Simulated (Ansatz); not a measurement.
Ti$_{3}$SiC$_{2}$ (MAX-312 type, space group P6_3/mmc)

```
Ti3SiC2
1.0
    3.06728     0.00000     0.00000
   -1.53364     2.65635     0.00000
    0.00000     0.00000    17.67556
Ti Si C
6 2 4
Cartesian
  0.00000   0.00000   0.00000
  0.00000   0.00000   8.83778
  0.00000   1.77090   2.38871
  1.53364   0.88545  11.22649
  1.53364   0.88545  15.28684
  0.00000   1.77090   6.44906
  0.00000   0.00000   4.41889
  0.00000   0.00000  13.25667
  0.00000   1.77090  10.11920
  1.53364   0.88545   1.28142
  1.53364   0.88545   7.55636
  0.00000   1.77090  16.39413
```

Equation-of-state scan: isotropic scaling of the cell above, V₀ being its volume. The atoms relax within the cell's symmetry.

The numbers are results of r2SCAN (plane waves to 500 eV, PAW, scalar-relativistic; Ansatz, a quantum-chemistry and plane-wave program), not measurements. k mesh 14×14×3 (Γ-centred), Fermi-Dirac smearing 0.05 eV. Energies are smeared free energies. Stress and pressure are positive under compression. Ti3SiC2 is run without spin polarisation. Ti3SiC2 was relaxed with its symmetry unable to fall. ΔE is measured from the relaxed starting cell.

```
V (Å³/atom)  P (GPa)  ΔE (meV/atom)
-----------  -------  -------------
11.281          13.6            [?]
11.461           9.8             16
11.641           6.3              7
11.821           3.0              2
12.001           0.0              0
12.181          -2.8              2
12.361          -5.4              6
12.541          -7.7             14
12.721          -9.9             23
```

Question: What belongs in the gaps?

Answer: 
- 11.281, ΔE (meV/atom): 29

(A scan under strain: stresses follow from slopes of the energy per volume, elastic moduli from its curvatures.)
